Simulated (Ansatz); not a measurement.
A generator proposed this cell of CaSe.

```
Ca Se
1.0
     2.14917   -3.78000    0.00000
     2.14917    3.78000    0.00000
     0.00000    0.00000    4.29833
Ca Se
1 1
Cartesian
  0.0000 0.0000 0.0000
  2.1492 0.0000 2.1492
```

Level of theory: DFT PBE+D3(BJ), scalar-relativistic, plane waves, PAW in Ansatz. Plane waves to 420 eV, a k mesh through Γ of 6×6×4 on the computed 2-atom cell and Gaussian smearing (0.10 eV); no spin polarisation.

Formation energies are uncorrected and refer to the elements' standard structures at the same level.

Question: Estimate its pressure, forces and energy as it stands.

Answer: The pressure is -6.2 GPa (the mean over three directions, positive in compression), the largest force is 0.00 eV/Å (symmetry fixes the atoms), and the energy is −1.51 eV/atom against the elements. The shortest distance is 3.04 Å.

Question: Is it a good guess?

Answer: A rough one: relaxing gains about 0.28 eV/atom in 23 ionic steps and ends at −1.791 eV/atom on the finer mesh. The symmetry stays Cmmm (No. 65). The volume per atom shrinks by 33.7 %, from 34.9 to 23.2 Å³. The shortest distance goes from 3.04 Å (Ca–Se) to 3.11 Å (Ca–Se). Conventional cell: a = 5.070 Å, b = 5.088 Å, c = 3.591 Å. Ca has 8 Se at 3.11 Å and 6 Ca at 3.59 Å; Se is surrounded by 8 Ca at 3.11 Å and 6 Se at 3.59 Å.

The last run used an 8×8×8 mesh for its 2-atom cell and Gaussian smearing of 0.02 eV. The relaxation can't lower the symmetry of the start, and the grade says only how near the guess is to its own end. Symmetry constrained the relaxation, so the result can be a saddle point.
